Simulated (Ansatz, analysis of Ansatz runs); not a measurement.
## Substitutional N in diamond: charge-transition level against experiment

How near does this set-up come to the measured charge-transition level? Subject: substitutional N in diamond. Set-up: LDA, 64-site cell, LDA lattice, 420 eV, k: the single point 1/4 1/4 1/4 then 2x2x2 shifted 0.5 0.5 0.5, started with the impurity moved along one bond. The model is a cell of 64 host atoms with 1 C taken out and 1 N put in. The level is the Fermi energy at which two charge states have equal formation energy, after a correction for the images of the charge. A local or semilocal functional is the cheapest first rung.

What was measured. (+1/0) level below the conduction-band bottom: 1.7 eV (quoted in “Hunting the elusive shallow n-type donor – An ab initio study of Li and N co-doped diamond”, 2021, S. Conejeros et al., quoting earlier work (1969)). The runs below try to reproduce this.

Main program and level: Ansatz 0.2.0; plane-wave PAW DFT, LDA; relaxation of all atoms of a defect supercell.

Report form: the programs' logs are mostly left out.

## 1. The starting structure

The cell holds 64 atoms: 63 C and 1 N. Cell: a = 7.063 Å, b = 7.063 Å, c = 7.063 Å, α = 90.0°, β = 90.0°, γ = 90.0°. It derives from C (space group Fd-3m). Nearest the centre at fractional (0.375, 0.375, 0.375): N8 at 0.30 Å, C4 at 1.53 Å, C27 at 1.53 Å, C42 at 1.53 Å, C49 at 1.53 Å, C15 at 2.50 Å, C7 at 2.50 Å, C5 at 2.50 Å. The cell carries charge +1.

The host's primitive cell comes from a first run (plane-wave PAW DFT, LDA; relaxation of the host's cell and atoms): vectors of 2.497, 2.497 and 2.497 Å. That is 5.51 Å³ an atom, 2.9 % under the diffraction cell's volume. The supercell is built on it.

## 2. Relaxation, charge +1

Every later number rests on the structure around the defect, so the atoms are relaxed at the host's lattice first.

Contents of relax0/input.yaml:

```yaml
relax:
  f_tol: 0.02
  max_steps: 80
  random_displacement: { amplitude: 0.02, seed: 749 }
crystal:
  lattice:
    - [7.06346963, 0.0, 0.0]
    - [0.0, 7.06346963, 0.0]
    - [0.0, 0.0, 7.06346963]
  atoms:
    - { symbol: C, position: [0.0, 0.0, 0.25] }
    - { symbol: C, position: [0.0, 0.25, 0.0] }
    - { symbol: C, position: [0.25, 0.0, 0.0] }
    - { symbol: C, position: [0.25, 0.25, 0.25] }
    - { symbol: C, position: [0.125, 0.125, 0.375] }
    - { symbol: C, position: [0.125, 0.375, 0.125] }
    - { symbol: C, position: [0.375, 0.125, 0.125] }
    - { symbol: "N", position: [0.399520527, 0.399520527, 0.399520527] }
    - { symbol: C, position: [0.0, 0.0, 0.75] }
    - { symbol: C, position: [0.0, 0.25, 0.5] }
    - { symbol: C, position: [0.25, 0.0, 0.5] }
    - { symbol: C, position: [0.25, 0.25, 0.75] }
    - { symbol: C, position: [0.125, 0.125, 0.875] }
    - { symbol: C, position: [0.125, 0.375, 0.625] }
    - { symbol: C, position: [0.375, 0.125, 0.625] }
    - { symbol: C, position: [0.375, 0.375, 0.875] }
    - { symbol: C, position: [0.0, 0.5, 0.25] }
    - { symbol: C, position: [0.0, 0.75, 0.0] }
    - { symbol: C, position: [0.25, 0.5, 0.0] }
    - { symbol: C, position: [0.25, 0.75, 0.25] }
    - { symbol: C, position: [0.125, 0.625, 0.375] }
    - { symbol: C, position: [0.125, 0.875, 0.125] }
    - { symbol: C, position: [0.375, 0.625, 0.125] }
    - { symbol: C, position: [0.375, 0.875, 0.375] }
    - { symbol: C, position: [0.0, 0.5, 0.75] }
    - { symbol: C, position: [0.0, 0.75, 0.5] }
    - { symbol: C, position: [0.25, 0.5, 0.5] }
    - { symbol: C, position: [0.25, 0.75, 0.75] }
    - { symbol: C, position: [0.125, 0.625, 0.875] }
    - { symbol: C, position: [0.125, 0.875, 0.625] }
    - { symbol: C, position: [0.375, 0.625, 0.625] }
    - { symbol: C, position: [0.375, 0.875, 0.875] }
    - { symbol: C, position: [0.5, 0.0, 0.25] }
    - { symbol: C, position: [0.5, 0.25, 0.0] }
    - { symbol: C, position: [0.75, 0.0, 0.0] }
    - { symbol: C, position: [0.75, 0.25, 0.25] }
    - { symbol: C, position: [0.625, 0.125, 0.375] }
    - { symbol: C, position: [0.625, 0.375, 0.125] }
    - { symbol: C, position: [0.875, 0.125, 0.125] }
    - { symbol: C, position: [0.875, 0.375, 0.375] }
    - { symbol: C, position: [0.5, 0.0, 0.75] }
    - { symbol: C, position: [0.5, 0.25, 0.5] }
    - { symbol: C, position: [0.75, 0.0, 0.5] }
    - { symbol: C, position: [0.75, 0.25, 0.75] }
    - { symbol: C, position: [0.625, 0.125, 0.875] }
    - { symbol: C, position: [0.625, 0.375, 0.625] }
    - { symbol: C, position: [0.875, 0.125, 0.625] }
    - { symbol: C, position: [0.875, 0.375, 0.875] }
    - { symbol: C, position: [0.5, 0.5, 0.25] }
    - { symbol: C, position: [0.5, 0.75, 0.0] }
    - { symbol: C, position: [0.75, 0.5, 0.0] }
    - { symbol: C, position: [0.75, 0.75, 0.25] }
    - { symbol: C, position: [0.625, 0.625, 0.375] }
    - { symbol: C, position: [0.625, 0.875, 0.125] }
    - { symbol: C, position: [0.875, 0.625, 0.125] }
    - { symbol: C, position: [0.875, 0.875, 0.375] }
    - { symbol: C, position: [0.5, 0.5, 0.75] }
    - { symbol: C, position: [0.5, 0.75, 0.5] }
    - { symbol: C, position: [0.75, 0.5, 0.5] }
    - { symbol: C, position: [0.75, 0.75, 0.75] }
    - { symbol: C, position: [0.625, 0.625, 0.875] }
    - { symbol: C, position: [0.625, 0.875, 0.625] }
    - { symbol: C, position: [0.875, 0.625, 0.625] }
    - { symbol: C, position: [0.875, 0.875, 0.875] }
  host:
    repeats: [2, 2, 2]
    atoms:
      - { symbol: C, position: [0.0, 0.0, 0.5] }
      - { symbol: C, position: [0.0, 0.5, 0.0] }
      # ... 6 more atoms of the perfect host
total_charge: 1
basis:
  ecutwfc: 420
  xc_grid: 2
hamiltonian:
  xc: lda
kpoints:
  mp_grid: { grid: [1, 1, 1], shift: [0.25, 0.25, 0.25] }
scf:
  occupations: { method: fermi_dirac, width: 0.01 }
  max_iter: 120
output:
  forces: true
  charged_corrections:
    epsilon: 5.77
    static_epsilon: 5.77
    defect_position: [0.375, 0.375, 0.375]
checkpoint:
  write: "../relax0.run"
  compress: false
  write_wavefunctions: true
  write_every: 100000
```

Launch:

```bash
> ansatz run input.yaml --threads 2 --pin off --max-ram 3768MiB --backend cpu --events-out ev --progress --plain --runs-dir out
```

Run time: 12 s. Hardware: 2 threads of Intel Xeon 6975P-C (Granite Rapids), shared host; peak memory 0.69 GiB; 22 s of CPU time.

The steps of the relaxation:

| step | energy less that of the first step (eV) | largest force component (eV/Å) |
| --- | --- | --- |
| 1 | 0.0000 | 5.0603 |
| 2 | -1.5151 | 1.8368 |
| 3 | -1.9027 | 0.2800 |
| 4 | -1.9067 | 0.1977 |
| 5 | -1.9123 | 0.0087 |
| 6 | -1.9123 | 0.0087 |

The atoms that moved most (Å, from the sites as typed, ahead of the random displacement, the mean shift of all atoms taken out):

| atom | dx | dy | dz | length |
| --- | --- | --- | --- | --- |
| N8 | -0.171 | -0.171 | -0.171 | 0.297 |
| C6 | 0.005 | 0.010 | 0.005 | 0.012 |
| C7 | 0.010 | 0.005 | 0.005 | 0.012 |
| C5 | 0.005 | 0.005 | 0.010 | 0.012 |
| C46 | 0.002 | 0.011 | 0.002 | 0.011 |
| C53 | 0.002 | 0.002 | 0.011 | 0.011 |
| C31 | 0.011 | 0.002 | 0.002 | 0.011 |
| C42 | 0.008 | -0.002 | 0.008 | 0.011 |

Neighbours of N8 at the end:

| atom | distance (Å) |
| --- | --- |
| C42 | 1.538 |
| C49 | 1.538 |
| C27 | 1.538 |
| C4 | 1.541 |
| C7 | 2.494 |
| C6 | 2.494 |
| C5 | 2.494 |
| C37 | 2.494 |
| C38 | 2.494 |
| C15 | 2.495 |
| C14 | 2.495 |
| C23 | 2.495 |
| C21 | 2.495 |
| C46 | 2.498 |
| C53 | 2.498 |
| C31 | 2.498 |

Read from the output:

| Item | Value |
| --- | --- |
| free energy | -15695.7746 eV |

The other runs of this kind differ in structure, charge or spin alone:

| run | outcome | energy less the first (eV) | moment (μB) | time |
| --- | --- | --- | --- | --- |
| relaxation, charge +1 | converged | 0.0000 | 0.00 | 12 s |
| relaxation, charge 0 | converged | 17.1453 | 1.00 | 25 s |

The relaxation ends 30 meV an atom lower than the displaced start, with a largest force component of 0.0087 eV/Å.

## 3. Single point, charge +1

The relaxed structure is kept, and the final numbers are taken at the final level and k-points.

This step: plane-wave PAW DFT, LDA; single point of a defect supercell.

Contents of point0/input.yaml:

```yaml
crystal:
  lattice:
    - [7.06346963, 0.0, 0.0]
    - [0.0, 7.06346963, 0.0]
    - [0.0, 0.0, 7.06346963]
  atoms:
    - { symbol: C, position: [0.000604112, 0.000211279, 0.249737574] }
    - { symbol: C, position: [0.000601779, 0.249700442, 0.000236934] }
    - { symbol: C, position: [0.250102584, 0.000207226, 0.000245016] }
    - { symbol: C, position: [0.249700041, 0.249294783, 0.249338562] }
    - { symbol: C, position: [0.125986229, 0.125599332, 0.376346597] }
    - { symbol: C, position: [0.125997926, 0.376312169, 0.125638948] }
    - { symbol: C, position: [0.376707437, 0.125602154, 0.125632251] }
    - { symbol: "N", position: [0.375631909, 0.375219109, 0.375269807] }
    - { symbol: C, position: [0.000493401, 9.3143e-05, 0.750291832] }
    - { symbol: C, position: [0.000335441, 0.250211249, 0.500207282] }
    - { symbol: C, position: [0.250608306, -4.7888e-05, 0.500197332] }
    - { symbol: C, position: [0.250603196, 0.250209303, 0.750543705] }
    - { symbol: C, position: [0.125702639, 0.125304158, 0.875430022] }
    - { symbol: C, position: [0.126148423, 0.374576377, 0.62523658] }
    - { symbol: C, position: [0.374973755, 0.125753854, 0.625242457] }
    - { symbol: C, position: [0.375875242, 0.375478438, 0.875501906] }
    - { symbol: C, position: [0.000332133, 0.500162764, 0.250245423] }
    - { symbol: C, position: [0.00047672, 0.750259035, 0.00012417] }
    - { symbol: C, position: [0.250602571, 0.500161312, -2.2031e-05] }
    - { symbol: C, position: [0.250599888, 0.750494902, 0.250242852] }
    - { symbol: C, position: [0.126135175, 0.625198316, 0.374611741] }
    - { symbol: C, position: [0.125706256, 0.875397149, 0.125347258] }
    - { symbol: C, position: [0.374972254, 0.625198438, 0.125780306] }
    - { symbol: C, position: [0.375860163, 0.875460714, 0.375513065] }
    - { symbol: C, position: [0.0007941, 0.500596578, 0.750140694] }
    - { symbol: C, position: [0.000784977, 0.750104558, 0.500625294] }
    - { symbol: C, position: [0.250107066, 0.501039508, 0.501062538] }
    - { symbol: C, position: [0.250185405, 0.750098731, 0.75013182] }
    - { symbol: C, position: [0.125765357, 0.625550869, 0.875481682] }
    - { symbol: C, position: [0.125771832, 0.875442111, 0.62557752] }
    - { symbol: C, position: [0.376845769, 0.625289055, 0.625319157] }
[... 27 lines left out ...]
    - { symbol: C, position: [0.751026639, 0.500312988, 0.500356054] }
    - { symbol: C, position: [0.750749234, 0.750362658, 0.750401935] }
    - { symbol: C, position: [0.626033992, 0.625649383, 0.875620615] }
    - { symbol: C, position: [0.62602954, 0.875575703, 0.625680125] }
    - { symbol: C, position: [0.875964843, 0.625644227, 0.625684134] }
    - { symbol: C, position: [0.875836583, 0.875460274, 0.875487876] }
  host:
    repeats: [2, 2, 2]
    atoms:
      - { symbol: C, position: [0.0, 0.0, 0.5] }
      - { symbol: C, position: [0.0, 0.5, 0.0] }
      # ... 6 more atoms of the perfect host
total_charge: 1
basis:
  ecutwfc: 420
  xc_grid: 2
hamiltonian:
  xc: lda
kpoints:
  mp_grid: { grid: [2, 2, 2], shift: [0.5, 0.5, 0.5] }
scf:
  occupations: { method: fermi_dirac, width: 0.01 }
  max_iter: 120
output:
  forces: true
  charged_corrections:
    epsilon: 5.77
    static_epsilon: 5.77
    defect_position: [0.375, 0.375, 0.375]
  eigenvalues: true
checkpoint:
  write: "../point0.run"
  compress: false
  write_wavefunctions: true
  write_every: 100000
```

It took 8.2 s on 2 threads; peak memory 0.94 GiB.

Numbers from this step:

| Property | Result |
| --- | --- |
| free energy | -15695.7679 eV |

The other runs of this kind differ in structure, charge or spin alone:

| run | outcome | energy less the first (eV) | moment (μB) | time |
| --- | --- | --- | --- | --- |
| single point, charge +1 | converged | 0.0000 | 0.00 | 8.2 s |
| single point, charge 0 | converged | 17.0624 | 1.00 | 14 s |

## 4. Charge-transition levels

A charged cell feels its images and has its own zero of potential; this step corrects both and places the level between the host's band edges.

This step: place-levels on LDA runs: charge-transition levels with image-charge correction and potential alignment at the atomic sites.

Contents of levels.yaml:

```yaml
host:
  run: host.point.run
states: [point0.run, point1.run]
geometry_from:
  point0.run: relax0.run
  point1.run: relax1.run
  host.point.run: host.relax.run
```

Launch:

```bash
> ansatz place-levels levels.yaml -- --threads 2 --pin off --max-ram 3768MiB
```

Elapsed: 0.12 s, on 2 threads.

This step gave:

```
gap : 4.117 eV
```

## 5. What came out

```json
{
 "static dielectric constant used": "5.8",
 "band gap of the host": "4.12 eV",
 "(plus 1/0) level below the conduction-band bottom": "1.15 eV",
 "time of the whole chain": "69 s on 2 threads"
}
```

**Reading.** (+1/0) level below the conduction-band bottom: computed 1.15 eV, measured 1.7 eV; 0.55 eV shallower than the measurement. The level is counted in a gap of 4.12 eV, and the correction is screened by a dielectric constant of 5.8 from a linear-response run on the host (LDA). Levels hang on the band edges, which semilocal functionals place too close together. Limits: the periodic copies of the defect are only 7.1 Å apart.

[Logs are printed without paths, hosts, clocks, repeated set-up lines and the standing remarks that a program may print on its own settings, such as how far it seeks lower states.]

[Hosts, paths, dates, database ids (printed as entryN), source tags and the programs' standing remarks are cut or masked in the printed files.]

[For some hosts the program warned that the k-mesh of the response run may be too coarse for force constants and the static dielectric constant; such warnings are not shown here.]
